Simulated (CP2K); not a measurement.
# Sb (I4/mmm) in CP2K: relaxation of cell and atoms with PBEsol

Aim: the relaxation of cell and atoms of Sb with PBEsol.

Program: CP2K 2026.2. These are calculated values, not measurements. Logs are shortened: lines on timing, memory, paths and dates and some standing lists are left out, and cuts for length are marked.

## 1. The crystal as given

The structure is tetragonal, space group I4/mmm (No. 139). Conventional cell: a = 3.153 Å, b = 3.153 Å, c = 5.424 Å, α = 90.00°, β = 90.00°, γ = 90.00°. Around Sb (site symmetry 4/mmm) lie 12 Sb at 3.15 to 3.51 Å.

This isn't the form of Sb at room conditions, which is rhombohedral.

## 2. Relaxation of cell and atoms, PBEsol

sb_vcrelax.inp reads:

```
&GLOBAL
  PROJECT sb_vcrelax
  RUN_TYPE CELL_OPT
  PRINT_LEVEL LOW
&END GLOBAL
&FORCE_EVAL
  METHOD QS
  STRESS_TENSOR ANALYTICAL
  &DFT
    BASIS_SET_FILE_NAME BASIS_MOLOPT_UZH
    POTENTIAL_FILE_NAME POTENTIAL_UZH
    &MGRID
      CUTOFF 450
      REL_CUTOFF 60
      NGRIDS 4
    &END MGRID
    &QS
      METHOD GPW
      EPS_DEFAULT 1.0E-9
      EXTRAPOLATION USE_PREV_P
    &END QS
    &KPOINTS
      SCHEME MONKHORST-PACK 9 9 9
      GAMMA_CENTERED T
    &END KPOINTS
    &SCF
      SCF_GUESS ATOMIC
      EPS_SCF 1.0E-6
      MAX_SCF 100
      ADDED_MOS 8
      CHOLESKY OFF
      EPS_EIGVAL 1.0E-7
      &DIAGONALIZATION ON
        ALGORITHM STANDARD
      &END DIAGONALIZATION
      &MIXING ON
        METHOD BROYDEN_MIXING
        ALPHA 0.4
        BETA 1.5
        NBUFFER 8
      &END MIXING
      &SMEAR ON
        METHOD FERMI_DIRAC
        ELECTRONIC_TEMPERATURE 580.23
      &END SMEAR
    &END SCF
    &XC
      &XC_FUNCTIONAL
        &GGA_X_PBE_SOL
        &END GGA_X_PBE_SOL
        &GGA_C_PBE_SOL
        &END GGA_C_PBE_SOL
      &END XC_FUNCTIONAL
    &END XC
    &PRINT
      &KPOINTS ON
      &END KPOINTS
      &MULLIKEN ON
        &EACH
          CELL_OPT 0
        &END EACH
        ADD_LAST NUMERIC
      &END MULLIKEN
      &MO ON
        ENERGIES T
        OCCUPATION_NUMBERS T
        &EACH
          QS_SCF 0
          CELL_OPT 0
        &END EACH
        ADD_LAST NUMERIC
      &END MO
      &LOWDIN ON
        &EACH
          CELL_OPT 0
        &END EACH
        ADD_LAST NUMERIC
      &END LOWDIN
      &HIRSHFELD ON
        SHAPE_FUNCTION DENSITY
        &EACH
          CELL_OPT 0
        &END EACH
        ADD_LAST NUMERIC
      &END HIRSHFELD
    &END PRINT
  &END DFT
  &SUBSYS
    &CELL
      A 3.5107788243 0.0000000000 0.0000000000
      B 0.6789525278 3.4445016211 0.0000000000
      C -2.0948656760 -1.7222508106 2.2295645086
      PERIODIC XYZ
    &END CELL
    &COORD
      SCALED
      Sb  0.0000000000 0.0000000000 0.0000000000
    &END COORD
    &KIND Sb
      BASIS_SET TZVP-MOLOPT-PBE-GTH-q5
      POTENTIAL GTH-PBE-q5
    &END KIND
    &PRINT
      &ATOMIC_COORDINATES ON
      &END ATOMIC_COORDINATES
      &CELL ON
      &END CELL
      &SYMMETRY ON
      &END SYMMETRY
    &END PRINT
  &END SUBSYS
  &PRINT
    &FORCES ON
    &END FORCES
    &STRESS_TENSOR ON
    &END STRESS_TENSOR
  &END PRINT
&END FORCE_EVAL
&MOTION
  &CELL_OPT
    OPTIMIZER BFGS
    MAX_ITER 40
    MAX_FORCE [eV*angstrom^-1] 0.02
    RMS_FORCE [eV*angstrom^-1] 0.02
    MAX_DR 1.0E-2
    RMS_DR 1.0E-2
    EXTERNAL_PRESSURE [bar] 0.0
    PRESSURE_TOLERANCE [bar] 500
    KEEP_SPACE_GROUP T
  &END CELL_OPT
  &PRINT
    &TRAJECTORY ON
    &END TRAJECTORY
    &CELL ON
    &END CELL
    &FORCES ON
    &END FORCES
    &STRESS ON
    &END STRESS
    &RESTART OFF
    &END RESTART
    &RESTART_HISTORY OFF
    &END RESTART_HISTORY
  &END PRINT
&END MOTION
```

Potentials or basis: POTENTIAL_UZH Sb GTH-PBE-q5; TZVP-MOLOPT-PBE-GTH basis.

Launch:

```console
$ OMP_NUM_THREADS=1 cp2k.psmp -i sb_vcrelax.inp -o sb_vcrelax.out
```

sb_vcrelax.out:

```text

 CP2K| version string:                                       CP2K version 2026.2
 CP2K| Input file name                                            sb_vcrelax.inp

 GLOBAL| Force Environment number                                              1
 GLOBAL| Basis set file name                                    BASIS_MOLOPT_UZH
 GLOBAL| Potential file name                                       POTENTIAL_UZH
 GLOBAL| MM Potential file name                                     MM_POTENTIAL
 GLOBAL| Coordinate file name                                      __STD_INPUT__
 GLOBAL| Method name                                                        CP2K
 GLOBAL| Project name                                                 sb_vcrelax
 GLOBAL| Run type                                                       CELL_OPT
 GLOBAL| FFT library                                                       FFTW3
 GLOBAL| Diagonalization library                                       ScaLAPACK
 GLOBAL| Cholesky decomposition library                                ScaLAPACK
 GLOBAL| DGEMM library                                                      BLAS
 GLOBAL| Direct generalized diagonalization requested                          F
 GLOBAL| Matrix multiplication library                                 ScaLAPACK
 GLOBAL| Global print level                                                  LOW
 GLOBAL| Total number of message passing processes                             1
 GLOBAL| Number of threads for this process                                    1
 GLOBAL| CPU model name           Intel(R) Xeon(R) Platinum 8259CL CPU @ 2.50GHz

 CELL| Volume [angstrom^3]:                                            26.961864
 CELL| Vector a [angstrom]:       3.511     0.000     0.000   |a| =     3.510779
 CELL| Vector b [angstrom]:       0.679     3.445     0.000   |b| =     3.510779
 CELL| Vector c [angstrom]:      -2.095    -1.722     2.230   |c| =     3.510779
 CELL| Angle (b,c), alpha [degree]:                                   126.633590
 CELL| Angle (a,c), beta  [degree]:                                   126.633590
 CELL| Angle (a,b), gamma [degree]:                                    78.849263
 CELL| Numerically orthorhombic:                                              NO
 CELL| Periodicity                                                           XYZ

 CELL_REF| Volume [angstrom^3]:                                        26.961864
 CELL_REF| Vector a [angstrom     3.511     0.000     0.000   |a| =     3.510779
 CELL_REF| Vector b [angstrom     0.679     3.445     0.000   |b| =     3.510779
 CELL_REF| Vector c [angstrom    -2.095    -1.722     2.230   |c| =     3.510779
 CELL_REF| Angle (b,c), alpha [degree]:                               126.633590
 CELL_REF| Angle (a,c), beta  [degree]:                               126.633590
 CELL_REF| Angle (a,b), gamma [degree]:                                78.849263
 CELL_REF| Numerically orthorhombic:                                          NO
 CELL_REF| Periodicity                                                       XYZ
[... 9 lines left out ...]
 TOTAL NUMBERS AND MAXIMUM NUMBERS

  Total number of            - Atomic kinds:                                   1
                             - Atoms:                                          1
                             - Shell sets:                                     1
                             - Shells:                                         7
                             - Primitive Cartesian functions:                  4
                             - Cartesian basis functions:                     18
                             - Spherical basis functions:                     17

  Maximum angular momentum of- Orbital basis functions:                        2
                             - Local part of the GTH pseudopotential:          0
                             - Non-local part of the GTH pseudopotential:      4

 MODULE QUICKSTEP: ATOMIC COORDINATES IN ANGSTROM

   Atom Kind Element         X             Y             Z       Z(eff)     Mass
      1    1 Sb   51      0.000000      0.000000      0.000000   5.0000 121.7600

 Crystal Symmetry Information
       International Symbol:                                              I4/mmm
       Point Group Symbol:                                                 4/mmm
       Schoenflies Symbol:                                                D4h^17
       Number of Symmetry Operations:                                         16

 SCF PARAMETERS         Density guess:                                    ATOMIC
                        --------------------------------------------------------
                        max_scf:                                             100
                        max_scf_history:                                       0
                        max_diis:                                              4
[... 5 lines left out ...]
                        --------------------------------------------------------
                        level_shift [a.u.]:                             0.000000
                        added MOs                                         8    0
[... 323 lines left out ...]
 CELL| Volume [angstrom^3]:                                            27.684637
 CELL| Vector a [angstrom]:       3.533     0.000     0.000   |a| =     3.532691
 CELL| Vector b [angstrom]:       0.681     3.466     0.000   |b| =     3.532692
 CELL| Vector c [angstrom]:      -2.095    -1.722     2.261   |c| =     3.530657
 CELL| Angle (b,c), alpha [degree]:                                   126.372673
 CELL| Angle (a,c), beta  [degree]:                                   126.393952
 CELL| Angle (a,b), gamma [degree]:                                    78.884346
 CELL| Numerically orthorhombic:                                              NO
 CELL| Periodicity                                                           XYZ

 *** WARNING in qs_wf_history_methods.F:805 :: Change in cell ***
 *** neighborlist: might affect quality of initial guess      ***

 *** WARNING in qs_wf_history_methods.F:805 :: Change in cell ***
 *** neighborlist: might affect quality of initial guess      ***

 [... this warning repeats ...]

 Extrapolation method: previous_p

 Number of electrons:                                                          5
 Number of occupied orbitals:                                                  3
 Number of molecular orbitals:                                                11
[... 460 lines left out ...]
 OPT|
 OPT| RMS step size                                                 0.0025423221
 OPT| Convergence limit for RMS step size                           0.0100000000
 OPT| RMS step size is converged                                             YES
 OPT|
 OPT| Maximum gradient                                              0.0004562037
 OPT| Convergence limit for maximum gradient                        0.0003889381
 OPT| Maximum gradient is converged                                           NO
 OPT|
 OPT| RMS gradient                                                  0.0001972389
 OPT| Convergence limit for RMS gradient                            0.0003889381
 OPT| RMS gradient is converged                                              YES
 OPT|
 OPT| Pressure deviation [bar]                                   -447.1109883828
 OPT| Pressure tolerance [bar]                                    500.0000000000
 OPT| Pressure is converged                                                  YES
 OPT| **************************************************************************

 --------------------------
 OPTIMIZATION STEP:      6
 --------------------------
[... 730 lines left out ...]
 OPT|
 OPT| RMS step size                                                 0.0019864351
 OPT| Convergence limit for RMS step size                           0.0100000000
 OPT| RMS step size is converged                                             YES
 OPT|
 OPT| Maximum gradient                                              0.0000035033
 OPT| Convergence limit for maximum gradient                        0.0003889381
 OPT| Maximum gradient is converged                                          YES
 OPT|
 OPT| RMS gradient                                                  0.0000018293
 OPT| Convergence limit for RMS gradient                            0.0003889381
 OPT| RMS gradient is converged                                              YES
 OPT|
 OPT| Pressure deviation [bar]                                    -27.0087670722
 OPT| Pressure tolerance [bar]                                    500.0000000000
 OPT| Pressure is converged                                                  YES
 OPT| **************************************************************************

 *******************************************************************************
 ***                    GEOMETRY OPTIMIZATION COMPLETED                      ***
 *******************************************************************************

 write_final_structure: Optimization converged, writing XYZ file gladly:
  sb_vcrelax-FINAL-1_11.xyz

 write_final_structure: Optimization converged, writing CIF file gladly:
  sb_vcrelax-FINAL-1_11.cif

 write_final_structure: Done!

                    Reevaluating energy at the minimum

 CELL| Volume [angstrom^3]:                                            27.957079
 CELL| Vector a [angstrom]:       3.593     0.000     0.000   |a| =     3.593061
 CELL| Vector b [angstrom]:       0.769     3.511     0.000   |b| =     3.593894
 CELL| Vector c [angstrom]:      -2.095    -1.723     2.216   |c| =     3.502844
 CELL| Angle (b,c), alpha [degree]:                                   127.474940
 CELL| Angle (a,c), beta  [degree]:                                   126.738616
 CELL| Angle (a,b), gamma [degree]:                                    77.639333
 CELL| Numerically orthorhombic:                                              NO
 CELL| Periodicity                                                           XYZ
[... 260 lines left out ...]
 MO|  Index      Eigenvalue [a.u.]        Eigenvalue [eV]             Occupation
 MO|      1              -0.050927              -1.385803               2.000000
 MO|      2               0.079698               2.168703               2.000000
 MO|      3               0.160454               4.366177               2.000000
 MO|      4               0.253148               6.888512               0.000000
 MO|      5               0.437938              11.916901               0.000000
 MO|      6               0.545009              14.830460               0.000000
 MO|      7               0.739776              20.130322               0.000000
 MO|      8               0.849950              23.128324               0.000000
 MO|      9               1.045367              28.445893               0.000000
 MO|     10               1.090284              29.668147               0.000000
 MO|     11               1.207219              32.850100               0.000000
 MO| Sum:                                                               6.000000
 MO| E(Fermi):            0.223651 a.u.          6.085847 eV

 [... the levels of further k-points ...]

 !-----------------------------------------------------------------------------!
                     Mulliken Population Analysis

 #  Atom  Element  Kind  Atomic population                           Net charge
       1     Sb       1          5.000000                              0.000000
 # Total charge                              5.000000                  0.000000

 !-----------------------------------------------------------------------------!

 !-----------------------------------------------------------------------------!
                           Hirshfeld Charges

  #Atom  Element  Kind  Ref Charge     Population                    Net charge
      1       Sb     1       5.000          5.000                        -0.000

  Total Charge                                                           -0.000
 !-----------------------------------------------------------------------------!

 LOWDIN POPULATION ANALYSIS

 #  Atom  Element  Kind  Atomic population                           Net charge
       1     Sb       1          5.000000                              0.000000
 # Total charge                              5.000000                  0.000000

 ENERGY| Total FORCE_EVAL ( QS ) energy [hartree]             -5.512561857636749
```

Wall time 3 min (1 thread of Intel Xeon Platinum 8259CL at 2.50GHz (Skylake/Cascade Lake), shared host); peak memory 0.29 GiB.

What came out:

```
Free energy               : -150.0044 eV
Energy gained by relaxing : 5.1 meV/atom
Ionic steps               : 13
Pressure after relaxing   : 0.0 GPa
Band gap on the k mesh    : none (metal or under the smearing width)
```

The path:
```
step  energy change (eV)  largest force (eV/Å)  volume (Å³)
   1              0.0000                0.0000        26.96
   2             -0.0004                0.0000        27.00
   3             -0.0046                0.0000        27.68
   4             -0.0046                0.0000        27.72
   5             -0.0046                0.0000        27.74
   6             -0.0047                0.0000        27.78
   7             -0.0048                0.0000        27.84
   8             -0.0050                0.0000        27.93
   9             -0.0054                0.0000        28.01
  10             -0.0051                0.0000        28.06
  11             -0.0051                0.0000        28.01
  12             -0.0051                0.0000        27.96
  13             -0.0051                0.0000        27.96
```

Levels at points of the mesh, in eV from the Fermi level:
```
           k point  band 1  band 2  band 3  band 4  band 5  band 6  band 7
(0.00, 0.00, 0.00)  -12.70    4.17    5.31    5.64    9.91   10.55   12.17
```

Caveat: more than 0.5 GPa of stress was left at the end, so the final cell isn't listed; the potentials were made for another functional, which shifts forces and pressure; the basis of atomic orbitals isn't converged, which shifts pressures, moduli and gaps.
